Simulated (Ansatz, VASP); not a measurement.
**One calculation of InSe2, two programs**

```
CELL_PARAMETERS angstrom
3.89489 0.00000 0.00000
0.00000 3.89489 0.00000
0.00000 0.00000 9.62623
ATOMIC_POSITIONS crystal
In 0.00000 0.50000 0.70647
In 0.50000 0.00000 0.29353
Se 0.00000 0.50000 0.36621
Se 0.50000 0.00000 0.63379
Se 0.00000 0.00000 0.00000
Se 0.50000 0.50000 0.00000
```

The cell comes from a database or a generator and needn't be the stable form of this composition.

Alike in both runs: task single point; functional PBEsol; k mesh 6 × 6 × 2; occupations gaussian, width 0.1 eV; no spin polarisation.

|  | VASP | Ansatz |
| --- | --- | --- |
| version | VASP 6.6.1 | Ansatz 0.2.0 |
| potentials or method | VASP PAW PBE potentials, release 64 (In_d, Se) | scalar-relativistic, plane waves, PAW |
| plane-wave cutoff (eV) | 520 | 420 |
| valence electrons in the cell | 50 | 90 |

|  | VASP | Ansatz | Ansatz less VASP |
| --- | --- | --- | --- |
| gap on the k mesh at the Fermi level (eV) | none | none | - |
| pressure (GPa) | -3.4 | -3.5 | -0.05 |
| largest component of the traceless stress (GPa) | 0.93 | 0.97 | +0.044 |
| rms of the force components (eV/Å) | 0.031 | 0.032 | +0.0007 |

Atom by atom the forces differ by 0.001 eV/Å (rms over components). A gap of «none» marks a metal or a gap that the smearing closes. With one functional, cell and mesh, what is left measures potentials, basis and numerics. The two sets of potentials don't hold the same shells in valence.

Caveats: the PAW data sets were made with another functional, which shifts forces and pressure a little (VASP).
